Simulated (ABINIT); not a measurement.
Crystal: PtS2.

```
CELL_PARAMETERS angstrom
3.54320 0.00000 0.00000
-1.77160 3.06850 0.00000
0.00000 0.00000 5.03880
ATOMIC_POSITIONS crystal
Pt 0.00000 0.00000 0.00000
S 0.66667 0.33333 0.77300
S 0.33333 0.66667 0.22700
```

- Program: ABINIT 10.8.3 (patched build)
- Task: relaxation of cell and atoms
- Functional: LDA
- Potentials or basis: JTH PAW LDA v2.0
- Cutoff: 544 eV
- k mesh: 9 × 9 × 5
- Occupations: fermi-dirac, width 0.05 eV
- Spin: no spin polarisation

At the start: pressure 4.2 GPa; volume 18.26 Å³/atom.

Task: Where does the relaxation end?

Result: Over 16 steps the energy falls by 35.3 meV/atom and the volume is 16.60 Å³/atom (-9.1 %); space group P-3m1 (No. 164, to 0.05 Å).

The path:
| step | energy change (eV) | largest force (eV/Å) | pressure (GPa) | volume (Å³) |
| --- | --- | --- | --- | --- |
| 1 | 0.0000 | 0.8749 | 4.16 | 54.78 |
| 2 | -0.0247 | 0.5564 | 1.30 | 55.48 |
| 3 | -0.0351 | 0.2802 | -0.91 | 55.97 |
| 4 | -0.0389 | 0.1814 | -1.42 | 55.96 |
| 5 | -0.0472 | 0.0017 | -1.84 | 55.52 |
| 6 | -0.0527 | 0.0479 | -1.29 | 54.84 |
| 7 | -0.0560 | 0.0174 | -0.32 | 54.17 |
| 8 | -0.0587 | 0.0425 | 0.43 | 53.70 |
| 9 | -0.0652 | 0.1495 | 1.71 | 52.68 |
| 10 | -0.0770 | 0.2949 | 3.09 | 51.15 |
| 11 | -0.0813 | 0.4111 | 5.39 | 48.19 |
| 12 | -0.0982 | 0.2787 | 2.50 | 49.70 |
| 13 | -0.1048 | 0.1178 | 0.70 | 49.84 |
| 14 | -0.1058 | 0.0100 | -0.01 | 49.81 |
| 15 | -0.1058 | 0.0002 | -0.02 | 49.80 |
| 16 | -0.1058 | 0.0001 | 0.00 | 49.80 |

Final structure:
```
Pt S
1.0
     3.56459    0.00000    0.00000
    -1.78230    3.08703    0.00000
     0.00000    0.00000    4.52524
Pt S
1 2
Cartesian
  0.0000 0.0000 0.0000
  1.7823 1.0290 3.3343
  0.0000 2.0580 1.1909
```
